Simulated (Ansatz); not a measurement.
CoO in Ansatz: convergence with smearing width

Input of the first run (smearing width 0.3 eV); the others differ in this setting and in those tied to it:

input.yaml

```yaml
crystal:
  lattice:
    - [1.5054695445, 0.8691832468, 2.4399269062]
    - [-1.5054695445, 0.8691832468, 2.4399269062]
    - [0.0, -1.7383664936, 2.4399269062]
  atoms:
    - { symbol: Co, position: [0.0, 0.0, 0.0], spin: 2.0 }
    - { symbol: O, position: [0.5, 0.5, 0.5] }
hamiltonian:
  xc: pbe
  pseudopotentials: { kind: paw, source: jth }
magnetization:
  spin_polarized: true
kpoints:
  mp_grid: { grid: [9, 9, 9] }
scf:
  occupations: { method: methfessel_paxton, width: 0.3 }
output:
  forces: true
  stress: true
  eigenvalues: true
```

Potentials or basis: JTH PAW.

Command:

```bash
$ ansatz run input.yaml --threads 2 --pin off --max-ram 5632MiB --backend cpu --events-out ev --progress --plain --runs-dir out
```

The cell is a database's computed one.

Hardware: 2 threads of Intel(R) Xeon(R) Processor @ 2.50GHz (Skylake/Cascade Lake), with other jobs on the host.

Q: The values tried are 0.3 eV, 0.2 eV, 0.15 eV, 0.1 eV, 0.05 eV, 0.025 eV, 0.01 eV, 0.005 eV, loosest first. From which on does the pressure stay within 0.1 GPa of the tightest run that finished?

A: From 0.025 eV on.

```tsv
smearing width	energy less the tightest run, at zero smearing (meV/atom)	pressure (GPa)	absolute moment (μB)	SCF cycles	CPU time (s)	peak memory (GiB)
0.3 eV	-1.51	-0.03	2.90	18	60	0.58
0.2 eV	0.52	-0.27	2.90	21	62	0.58
0.15 eV	0.52	-0.33	2.90	18	48	0.58
0.1 eV	0.01	-0.20	2.93	19	51	0.58
0.05 eV	-0.01	-0.01	2.95	21	58	0.58
0.025 eV	-0.03	0.15	2.96	19	51	0.58
0.01 eV	0.00	0.19	2.97	18	53	0.58
0.005 eV	0.00	0.23	2.97	18	52	0.58
```

Against the tightest run, the energy stays within 1 meV/atom from 0.2 eV on; the absolute moment stays within 0.02 μB from 0.025 eV on. Narrower smearing needs a denser k mesh, so at a fixed mesh the narrowest width isn't the most accurate. The tightest run that finished is the yardstick and may itself not be fully converged.

Caveat, for the tightest run too: a cell with one magnetic atom can't hold antiferromagnetic order, which such compounds often take; semilocal functionals often make such compounds metallic where correlation or magnetic order opens a gap, which also shifts bond lengths.
